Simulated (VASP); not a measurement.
# SnH2 (Fm-3m) in VASP: settings compared

Aim: see how the results for SnH2 move with the level of theory and the settings. Levels: PBE, r2SCAN. Tasks: single point.

Program: VASP 6.6.1. These are calculated values, not measurements. Logs are shortened: lines on timing, memory, paths and dates and some standing lists are left out, and cuts for length are marked.

## Step 1: The crystal as given

It takes space group Fm-3m (No. 225, cubic). The conventional cell has a = 5.309 Å, b = 5.309 Å, c = 5.309 Å, α = 90.00°, β = 90.00°, γ = 90.00°. Around Sn (site symmetry m-3m) lie 8 H at 2.30 Å. Around H (site symmetry -43m) lie 4 Sn at 2.30 Å.

The cell was built by a generator and needn't be a form met in nature.

## Step 2: Single point, PBE

Input file INCAR:

```
  PREC = Accurate
  ENCUT = 520
  EDIFF = 1E-7
  ISMEAR = -1
  SIGMA = 0.02
  LREAL = F
  LASPH = T
  NELM = 60
  ALGO = Normal
  ISIF = 2
  LWAVE = F
  LCHARG = F
  GGA = PE
  NBANDS = 15
```

Input file KPOINTS:

```
Automatic mesh
0
Gamma
  6 6 6
```

Input file POSCAR:

```
SnH2
1.0
    0.0000000000      2.6545080103      2.6545080103
    2.6545080103      0.0000000000      2.6545080103
    2.6545080103      2.6545080103      0.0000000000
Sn H
1 2
Direct
    0.0000000000      0.0000000000      0.0000000000
    0.2500000000      0.2500000000      0.2500000000
    0.7500000000      0.7500000000      0.7500000000
```

Potentials or basis: VASP PAW PBE potentials, release 64 (Sn_d, H).

On the command line:

```console
$ cat potpaw_PBE.64/Sn_d/POTCAR potpaw_PBE.64/H/POTCAR > POTCAR
$ mpirun -np 1 vasp_std > vasp.out
```

OUTCAR:

```text
PREC = Accurate
   ENCUT = 520
   EDIFF = 1E-7
   ISMEAR = -1
   LREAL = F
   LASPH = T
   NELM = 60
   ISIF = 2
   GGA = PE

 ion  position               nearest neighbor table
   1  0.000  0.000  0.000-   3 2.30   3 2.30   3 2.30   2 2.30   3 2.30   2 2.30   2 2.30   2 2.30

   2  0.250  0.250  0.250-   1 2.30   1 2.30   1 2.30   1 2.30
   3  0.750  0.750  0.750-   1 2.30   1 2.30   1 2.30   1 2.30

  LATTYP: Found a face centered cubic cell.
 ALAT       =     5.3090160206

  Lattice vectors:

 A1 = (   0.0000000000,   2.6545080103,   2.6545080103)
 A2 = (   2.6545080103,   0.0000000000,   2.6545080103)
 A3 = (   2.6545080103,   2.6545080103,   0.0000000000)

Analysis of symmetry for initial positions (statically):
=====================================================================
 Subroutine PRICEL returns:
 Original cell was already a primitive cell.

 Routine SETGRP: Setting up the symmetry group for a
 face centered cubic supercell.

 Subroutine GETGRP returns: Found 48 space group operations
 (whereof 48 operations were pure point group operations)
 out of a pool of 48 trial point group operations.

The static configuration has the point symmetry O_h .

Analysis of symmetry for dynamics (positions and initial velocities):
=====================================================================
 Subroutine PRICEL returns:
 Original cell was already a primitive cell.

 Routine SETGRP: Setting up the symmetry group for a
 face centered cubic supercell.

 Subroutine GETGRP returns: Found 48 space group operations
 (whereof 48 operations were pure point group operations)
 out of a pool of 48 trial point group operations.

The dynamic configuration has the point symmetry O_h .

 Subroutine INISYM returns: Found 48 space group operations
 (whereof 48 operations are pure point group operations),
 and found     1 'primitive' translations

----------------------------------------------------------------------------------------

                                     Primitive cell

  volume of cell :      37.4095

  direct lattice vectors                    reciprocal lattice vectors
     0.000000000  2.654508010  2.654508010    -0.188358821  0.188358821  0.188358821
     2.654508010  0.000000000  2.654508010     0.188358821 -0.188358821  0.188358821
     2.654508010  2.654508010  0.000000000     0.188358821  0.188358821 -0.188358821

  length of vectors
     3.754041230  3.754041230  3.754041230     0.326247049  0.326247049  0.326247049

  position of ions in fractional coordinates (direct lattice)
     0.000000000  0.000000000  0.000000000
     0.250000000  0.250000000  0.250000000
     0.750000000  0.750000000  0.750000000

  ion indices of the primitive-cell ions
   primitive index   ion index
                 1           1
                 2           2
                 3           3

----------------------------------------------------------------------------------------

 KPOINTS: Automatic mesh

Automatic generation of k-mesh.
 Grid dimensions read from file:
 generate k-points for:    6    6    6

 Generating k-lattice:

  Cartesian coordinates                     Fractional coordinates (reciprocal lattice)
    -0.031393137  0.031393137  0.031393137     0.166666667  0.000000000  0.000000000
     0.031393137 -0.031393137  0.031393137     0.000000000  0.166666667  0.000000000
     0.031393137  0.031393137 -0.031393137     0.000000000  0.000000000  0.166666667

  Length of vectors
     0.054374508  0.054374508  0.054374508

  Shift w.r.t. Gamma in fractional coordinates (k-lattice)
     0.000000000  0.000000000  0.000000000

 Subroutine IBZKPT returns following result:
 ===========================================

 Found     16 irreducible k-points:

 Following reciprocal coordinates:
            Coordinates               Weight
  0.000000  0.000000  0.000000      1.000000
  0.166667  0.000000  0.000000      8.000000
  0.333333  0.000000  0.000000      8.000000
  0.500000  0.000000  0.000000      4.000000
  0.166667  0.166667  0.000000      6.000000
  0.333333  0.166667  0.000000     24.000000
[... 8 lines left out ...]
 -0.333333  0.333333  0.166667     24.000000
 -0.333333  0.500000  0.166667     12.000000
   k-points           NKPTS =     16   k-points in BZ     NKDIM =     16   number of bands    NBANDS=     15
   number of dos      NEDOS =    301   number of ions     NIONS =      3
   total plane-waves  NPLWV =  21952
   dimension x,y,z NGX =    28 NGY =   28 NGZ =   28
   dimension x,y,z NGXF=    56 NGYF=   56 NGZF=   56
   ions per type =               1   2
   NGX,Y,Z   is equivalent  to a cutoff of  12.40, 12.40, 12.40 a.u.
   NGXF,Y,Z  is equivalent  to a cutoff of  24.80, 24.80, 24.80 a.u.
 SYSTEM =  unknown system
   PREC   = accura    normal or accurate (medium, high low for compatibility)
   ISTART =      0    job   : 0-new  1-cont  2-samecut
   ICHARG =      2    charge: 1-file 2-atom 10-const
   ISPIN  =      1    spin polarized calculation?
   LNONCOLLINEAR =      F non collinear calculations
   LSORBIT =      F    spin-orbit coupling
   LASPH  =      T    aspherical Exc in radial PAW
   ENCUT  =  520.0 eV  38.22 Ry    6.18 a.u.   6.98  6.98  6.98*2*pi/ulx,y,z
   NELM   =     60;   NELMIN=  2; NELMDL= -5     # of ELM steps
   EDIFF  = 0.1E-06   stopping-criterion for ELM
   LREAL  =      F    real-space projection
   EDIFFG = 0.1E-05   stopping-criterion for IOM
   NSW    =      0    number of steps for IOM
   IBRION =     -1    ionic relax: 0-MD 1-quasi-New 2-CG
   NFREE  =      0    steps in history (QN), initial steepest desc. (CG)
   ISIF   =      2    stress and relaxation
   ISYM   =      2    0-nonsym 1-usesym 2-fastsym
   POTIM  = 0.5000    time-step for ionic-motion
   TEBEG  =    0.0;   TEEND  =   0.0 temperature during run
   PSTRESS=    0.0 pullay stress
   NELECT =      16.0000    total number of electrons
   NUPDOWN=      -1.0000    fix difference up-down
   EMIN   =  10.00;   EMAX   =-10.00  energy-range for DOS
   EFERMI =   0.00;   METHOD = LEGACY
   ISMEAR =    -1;   SIGMA  =   0.02  broadening in eV -4-tet -1-fermi 0-gaus
   EFERMI_NEDOS =   21; number of points for ismear=-14 and -15
   IALGO  =     38    algorithm
   IMIX   =      4    mixing-type and parameters
     AMIX     =   0.40;   BMIX     =  1.00
     AMIX_MAG =   1.60;   BMIX_MAG =  1.00
  volume/ion in A,a.u.               =      12.47        84.15
  Fermi-wavevector in a.u.,A,eV,Ry     =   1.233448  2.330878 20.699816  1.521394
  Thomas-Fermi vector in A             =   2.368178
   LORBIT       =      0    0 simple, 1 ext, 2 COOP (PROOUT), +10 PAW based schemes
   GGA     = PE    functional components
   LHFCALC =     F    Hartree Fock is set to
   AEXX    =    0.0000 exact exchange contribution
   IVDW    =     0    specifies the selected vdW correction
   LEPSILON=     F    determine dielectric tensor
   LRPA    =     F    only Hartree local field effects (RPA)
 non-spin polarized calculation
  energy-cutoff  :      520.00
  volume of cell :       37.41
 maximum number of plane-waves:      1018
   NGX = 13   NGY = 13   NGZ = 13

 number of electron      15.9999996 magnetization

 Free energy of the ion-electron system (eV)
  ---------------------------------------------------
  ext. energy  EPLUGINS =         0.00000000
  ---------------------------------------------------
  free energy    TOTEN  =        -9.07954339 eV

  energy without entropy =       -9.07660310  energy(sigma->0) =       -9.07807325

 E-fermi :   6.0654     XC(G=0):  -9.7486

 val. band max:        6.0551726713   @ k =  -0.3333   0.3333   0.1667
 cond. band min:       6.5016619983   @ k =   0.5000   0.5000   0.0000
 fundamental gap:      0.4464893270
 Fermi energy:         6.0653891838

 k-point     1 :       0.0000    0.0000    0.0000
  band No.  band energies     occupation
      1     -15.7272      2.00000
      2     -15.7272      2.00000
      3     -15.7272      2.00000
      4     -15.6994      2.00000
      5     -15.6994      2.00000
      6      -5.5316      2.00000
      7       5.0782      2.00000
      8      10.6559      0.00000
      9      10.6559      0.00000
     10      10.6559      0.00000
     11      11.2632      0.00000
     12      14.0991      0.00000
     13      14.0991      0.00000
     14      14.0991      0.00000
     15      17.0213      0.00000

 k-point     2 :       0.1667    0.0000    0.0000
  band No.  band energies     occupation
      1     -15.7296      2.00000
      2     -15.7208      2.00000
      3     -15.7208      2.00000
      4     -15.6973      2.00000
      5     -15.6973      2.00000
      6      -5.0952      2.00000
      7       4.3915      2.00000
      8       7.7069      0.00000
      9      10.0766      0.00000
     10      10.0766      0.00000
     11      11.5756      0.00000
     12      14.8796      0.00000
     13      14.8796      0.00000
     14      16.1575      0.00000
     15      16.9954      0.00000

 k-point     3 :       0.3333    0.0000    0.0000
  band No.  band energies     occupation
      1     -15.7353      2.00000
      2     -15.7213      2.00000
      3     -15.7213      2.00000
      4     -15.6796      2.00000
      5     -15.6796      2.00000
      6      -3.8051      2.00000
      7       1.6828      2.00000
      8       6.6894      0.00000
      9       9.3497      0.00000
     10       9.3497      0.00000
     11      10.5323      0.00000
     12      14.2733      0.00000
     13      14.2733      0.00000
     14      17.6585      0.00000
     15      18.7410      0.00000
[... 199 lines left out ...]
 k-point    15 :      -0.3333    0.3333    0.1667
  band No.  band energies     occupation
      1     -15.7269      2.00000
      2     -15.7246      2.00000
      3     -15.6995      2.00000
      4     -15.6910      2.00000
      5     -15.6668      2.00000
      6      -1.1248      2.00000
      7       0.2450      2.00000
      8       2.4264      2.00000
      9       6.0552      1.25000
     10      10.6615      0.00000
     11      10.9947      0.00000
     12      15.2279      0.00000
     13      16.6305      0.00000
     14      19.0371      0.00000
     15      19.8277      0.00000

 k-point    16 :      -0.3333    0.5000    0.1667
  band No.  band energies     occupation
      1     -15.7499      2.00000
      2     -15.7223      2.00000
      3     -15.6901      2.00000
      4     -15.6821      2.00000
      5     -15.6593      2.00000
      6      -0.1064      2.00000
      7       0.0566      2.00000
      8       1.6352      2.00000
      9       5.4233      2.00000
     10       9.2211      0.00000
     11      12.6105      0.00000
     12      13.4287      0.00000
     13      18.0617      0.00000
     14      21.0335      0.00000
     15      22.0076      0.00000

------------------------ aborting loop because EDIFF is reached ----------------------------------------

  FORCE on cell =-STRESS in cart. coord.  units (eV):
  Direction    XX          YY          ZZ          XY          YZ          ZX
  --------------------------------------------------------------------------------------
  -------------------------------------------------------------------------------------
  Total        0.3616112      0.3616112      0.3616112     -0.0000000     -0.0000000      0.0000000
  in kB       15.4871065     15.4871065     15.4871065     -0.0000000     -0.0000000      0.0000000
  external PRESSURE =      15.4871065 kB  Pullay stress =       0.0000000 kB

 VOLUME and BASIS-vectors are now :
 -----------------------------------------------------------------------------
  energy-cutoff  :      520.00
  volume of cell :       37.41
      direct lattice vectors                 reciprocal lattice vectors
     0.000000000  2.654508010  2.654508010    -0.188358821  0.188358821  0.188358821
     2.654508010  0.000000000  2.654508010     0.188358821 -0.188358821  0.188358821
     2.654508010  2.654508010  0.000000000     0.188358821  0.188358821 -0.188358821

 POSITION                                       TOTAL-FORCE (eV/Angst)
 -----------------------------------------------------------------------------------
      0.00000      0.00000      0.00000         0.000000      0.000000      0.000000
      1.32725      1.32725      1.32725         0.000000     -0.000000     -0.000000
      3.98176      3.98176      3.98176        -0.000000      0.000000     -0.000000
 -----------------------------------------------------------------------------------
    total drift:                               -0.000000     -0.000000      0.000000

  FREE ENERGIE OF THE ION-ELECTRON SYSTEM (eV)
  ---------------------------------------------------
  free  energy   TOTEN  =        -9.0795433856 eV

  energy  without entropy=       -9.0766031045  energy(sigma->0) =       -9.07807325
```

Run time: 6.6 s. Hardware: 1 thread of Intel Xeon 6975P-C (Granite Rapids), shared host; peak memory 0.15 GiB.

Results:

```
Free energy            : -9.0795 eV
Pressure               : 1.5 GPa
Band gap on the k mesh : none (metal or under the smearing width)
```

## Step 3: Single point, PBE

Input file INCAR:

```
SYSTEM = SnH2
PREC     = Accurate       ! precision mode
ENCUT    = 520            ! plane-wave cutoff, eV
EDIFF    = 1E-6           ! SCF threshold, eV
ISMEAR   = -1             ! smearing method
SIGMA    = 0.02           ! smearing width, eV
LREAL    = .False.        ! projectors in reciprocal space
LASPH    = .True.         ! aspherical terms in the spheres
NELM     = 100            ! most SCF steps
ALGO     = Fast           ! electronic algorithm
ISIF     = 2              ! what is computed and relaxed
LWAVE    = .False.        ! write WAVECAR
LCHARG   = .False.        ! write CHGCAR
GGA      = PE             ! functional
NBANDS   = 15             ! bands
```

Input file KPOINTS:

```
Automatic mesh
0
Gamma
  6 6 6
  0 0 0
```

POSCAR is that of step 2.

Potentials or basis: VASP PAW PBE potentials, release 64 (Sn_d, H).

On the command line:

```console
$ cat potpaw_PBE.64/Sn_d/POTCAR potpaw_PBE.64/H/POTCAR > POTCAR
$ mpirun -np 1 vasp_std > vasp.out
```

Run time: 6 s. Hardware: 1 thread of Intel Xeon 6975P-C (Granite Rapids), shared host; peak memory 0.15 GiB.

Results (log left out):

* Free energy: -9.0795 eV
* Pressure: 1.6 GPa
* Band gap on the k mesh: none (metal or under the smearing width)

Levels at points of the mesh, in eV from the Fermi level:
```csv
k point,band 6,band 7,band 8,band 9,band 10,band 11
"(0.00, 0.00, 0.00)",-11.60,-0.99,4.59,4.59,4.59,5.20
"(0.50, 0.00, 0.00)",-8.35,-6.65,0.57,3.02,3.02,3.94
"(0.50, 0.50, 0.00)",-6.79,-6.12,-2.64,0.44,0.44,3.92
```

## Step 4: Single point, PBE

Input file INCAR:

```
ALGO = Normal
EDIFF = 1E-6
ENCUT = 520
GGA = PE
ISIF = 2
ISMEAR = -1
LASPH = T
LCHARG = F
LREAL = F
LWAVE = F
NBANDS = 15
NELM = 60
PREC = Accurate
SIGMA = 0.02
```

Input file KPOINTS:

```
k-points
0
Gamma
  6 6 6
```

POSCAR is that of step 3.

On the command line:

```console
$ cat potpaw_PBE.64/Sn_d/POTCAR potpaw_PBE.64/H/POTCAR > POTCAR
$ mpirun -np 1 vasp_std > vasp.out
```

It took 5.4 s on 1 thread of Intel Xeon 6975P-C (Granite Rapids), shared host; peak memory 0.15 GiB.

It converged, with:

- Free energy: -9.0795 eV
- Pressure: 1.6 GPa
- Band gap on the k mesh: none (metal or under the smearing width)

Levels at points of the mesh, in eV from the Fermi level:
| k point | band 6 | band 7 | band 8 | band 9 | band 10 | band 11 |
| --- | --- | --- | --- | --- | --- | --- |
| (0.00, 0.00, 0.00) | -11.60 | -0.99 | 4.59 | 4.59 | 4.59 | 5.20 |
| (0.50, 0.00, 0.00) | -8.35 | -6.65 | 0.57 | 3.02 | 3.02 | 3.94 |
| (0.50, 0.50, 0.00) | -6.79 | -6.12 | -2.64 | 0.44 | 0.44 | 3.92 |

## Step 5: Single point, r2SCAN

POSCAR is that of step 4.

Input file INCAR.step1:

```
PREC     = Accurate       # precision mode
ENCUT    = 520            # plane-wave cutoff, eV
ISMEAR   = -1             # smearing method
SIGMA    = 0.02           # smearing width, eV
LREAL    = F              # projectors in reciprocal space
LASPH    = T              # aspherical terms in the spheres
NELM     = 60             # most SCF steps
NBANDS   = 15             # bands
GGA      = PE             # functional
ALGO     = Normal         # electronic algorithm
EDIFF    = 1E-4           # SCF threshold, eV
LWAVE    = T              # write WAVECAR
LCHARG   = F              # write CHGCAR
```

Input file INCAR.step2:

```
PREC     = Accurate       # precision mode
ENCUT    = 520            # plane-wave cutoff, eV
EDIFF    = 1E-6           # SCF threshold, eV
ISMEAR   = -1             # smearing method
SIGMA    = 0.02           # smearing width, eV
LREAL    = F              # projectors in reciprocal space
LASPH    = T              # aspherical terms in the spheres
NELM     = 60             # most SCF steps
ALGO     = Normal         # electronic algorithm
ISIF     = 2              # what is computed and relaxed
LWAVE    = F              # write WAVECAR
LCHARG   = T              # write CHGCAR
METAGGA  = R2SCAN         # meta-GGA
LMIXTAU  = T            
LELF     = T              # ELF
LVHAR    = T            
NBANDS   = 15             # bands
ISTART   = 1
```

Input file KPOINTS:

```
regular mesh
0
Gamma
  6 6 6
```

On the command line:

```console
$ cat potpaw_PBE.64/Sn_d/POTCAR potpaw_PBE.64/H/POTCAR > POTCAR
$ cp INCAR.step1 INCAR
$ mpirun -np 1 vasp_std > vasp.out
$ cp INCAR.step2 INCAR
$ mpirun -np 1 vasp_std > vasp.out
```

Run time: 19 s. Hardware: 1 thread of Intel Xeon 6975P-C (Granite Rapids), shared host; peak memory 0.16 GiB.

Results (log left out):

```
Free energy            : -29.9137 eV
Pressure               : 0.3 GPa
Band gap on the k mesh : none (metal or under the smearing width)
```

Levels at points of the mesh, in eV from the Fermi level:
```tsv
k point	band 4	band 5	band 6	band 7	band 8	band 9	band 10	band 11	band 12	band 13
(0.00, 0.00, 0.00)	-22.57	-22.57	-12.20	-1.25	4.76	4.76	4.76	5.57	8.34	8.34
(0.50, 0.00, 0.00)	-22.54	-22.54	-8.78	-7.09	0.53	3.10	3.10	4.12	8.06	8.06
(0.50, 0.50, 0.00)	-22.54	-22.54	-7.28	-6.34	-2.98	0.43	0.43	4.17	10.24	17.60
```

Caveat: the PAW data sets were made with another functional, which shifts forces and pressure a little.
